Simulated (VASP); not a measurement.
# BN: single point with PBE

Crystal: BN.

```
N B
1.0
     1.25112    0.72234    3.37293
    -1.25112    0.72234    3.37293
     0.00000   -1.44467    3.37293
N B
1 1
Cartesian
  0.0000 0.0000 6.7517
  0.0000 0.0000 0.0033
```

The cell is a database's computed one.

| Property | Result |
| --- | --- |
| Program | VASP 6.6.1 |
| Task | single point |
| Functional | PBE |
| Potentials or basis | VASP PAW PBE potentials, release 64 (N, B) |
| Cutoff | 520 eV |
| k mesh | 12 × 12 × 12 |
| Occupations | gaussian, width 0.021 eV |
| Spin | no spin polarisation |
| Further INCAR settings | ALGO = Normal; EDIFF = 1e-07 |

```yaml
Pressure: 3.6 GPa
Band_gap_on_the_k_mesh: 4.28 eV, indirect (least direct gap 4.70 eV)
```

Forces on the atoms (eV/Å):
```
N    0.000  0.000 -0.003
B    0.000  0.000  0.003
```

Stress tensor (GPa, compression positive):
```
4.33 0.00 0.00
0.00 4.33 0.00
0.00 0.00 2.22
```

Levels at points of the mesh, in eV from the valence-band top:
```
           k point  band 2  band 3  band 4  band 5  band 6  band 7
(0.00, 0.00, 0.00)   -4.18   -1.29   -1.29    5.17   11.68   11.68
(0.50, 0.00, 0.00)   -8.93   -4.07   -0.60    5.29    9.92   13.09
(0.50, 0.50, 0.00)   -8.80   -4.13   -1.17    4.28    9.91   14.26
(0.50, 0.50, 0.50)   -6.13   -1.30   -1.30   10.11   11.61   11.61
```

Run time: 57 s on 1 thread of Intel(R) Xeon(R) Platinum 8488C (Sapphire Rapids) (shared host), peak memory 0.16 GiB.

A k mesh can miss the band edges. PBE gaps usually lie below the measured ones, often by a third to a half.
